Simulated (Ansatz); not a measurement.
In₂O₃: rattling a relaxed structure

It was relaxed at this level from a cell as deposited in COD.

Method: DFT PBE, scalar-relativistic, plane waves, PAW (Ansatz 0.2.0). Cutoff 420 eV; k points 6×6×6 on the computed 10-atom cell (Γ-centred); Gaussian smearing, width 0.02 eV; no spin polarisation.

The cell below (10 atoms, space group R-3c (No. 167)) is relaxed within its symmetry.

```cif
data_structure
_symmetry_space_group_name_H-M 'P 1'
_symmetry_Int_Tables_number 1
_cell_length_a 5.8780
_cell_length_b 5.8780
_cell_length_c 5.8780
_cell_angle_alpha 56.634
_cell_angle_beta 56.634
_cell_angle_gamma 56.634
_cell_volume 132.44
loop_
_atom_site_label
_atom_site_type_symbol
_atom_site_fract_x
_atom_site_fract_y
_atom_site_fract_z
_atom_site_occupancy
In1 In 0.85725 0.85725 0.85725 1
In2 In 0.64275 0.64275 0.64275 1
In3 In 0.14275 0.14275 0.14275 1
In4 In 0.35725 0.35725 0.35725 1
O1 O 0.04662 0.45338 0.75000 1
O2 O 0.75000 0.04662 0.45338 1
O3 O 0.45338 0.75000 0.04662 1
O4 O 0.95338 0.54662 0.25000 1
O5 O 0.25000 0.95338 0.54662 1
O6 O 0.54662 0.25000 0.95338 1
```

For the test it was strained at random (σ = 1.5 % a component), the atoms were moved at random (σ = 0.05 Å), and all was relaxed again on a coarse 4×4×4 mesh (in the run’s order of axes) with 0.10 eV smearing, with no symmetry imposed.

Question: Does it come back?

Answer: It returns, within 1 meV/atom of the unmoved cell on that mesh and with the same symmetry when read at 0.1 Å (P-1 at 0.01 Å, so small strains and shifts remain). No instability shows in this cell; modes of other wave vectors, which need another repeat, aren't tested.
